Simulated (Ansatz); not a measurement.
GaP:

```
Ga P
1.0
     0.00000    2.72525    2.72525
     2.72525    0.00000    2.72525
     2.72525    2.72525    0.00000
Ga P
1 1
Direct
  0.00000 0.00000 0.00000
  0.75000 0.75000 0.75000
```

- Program: Ansatz 0.2.0
- Task: single point
- Functional: PBE
- Potentials or basis: Ansatz PAW
- Cutoff: 420 eV (not typed: the program's choice for these potentials)
- k mesh: 8 × 8 × 8
- Occupations: fermi-dirac, width 0.05 eV
- Spin: no spin polarisation

On this cell: pressure 2.5 GPa; largest force zero by symmetry; band gap on the k mesh 1.64 eV, indirect (least direct gap 1.83 eV).

The same run follows on a disturbed copy (atoms moved at random, drawn with an rms of 0.05 Å):

```
Ga P
1.0
     0.00000    2.72525    2.72525
     2.72525    0.00000    2.72525
     2.72525    2.72525    0.00000
Ga P
1 1
Direct
  0.99861 0.98428 0.01741
  0.74762 0.74713 0.75281
```

Question: What does the disturbed cell give?

Answer: The energy moves by +7.3 meV/atom; pressure 2.6 GPa; largest force 0.554 eV/Å; band gap on the k mesh 1.45 eV, indirect (least direct gap 1.68 eV).

Forces on the atoms (eV/Å):
```
Ga  -0.091 -0.433  0.333
P    0.091  0.433 -0.333
```

Stress tensor (GPa, compression positive):
```
 2.65  1.03 -1.34
 1.03  2.57 -0.27
-1.34 -0.27  2.60
```

A k mesh can miss the band edges.
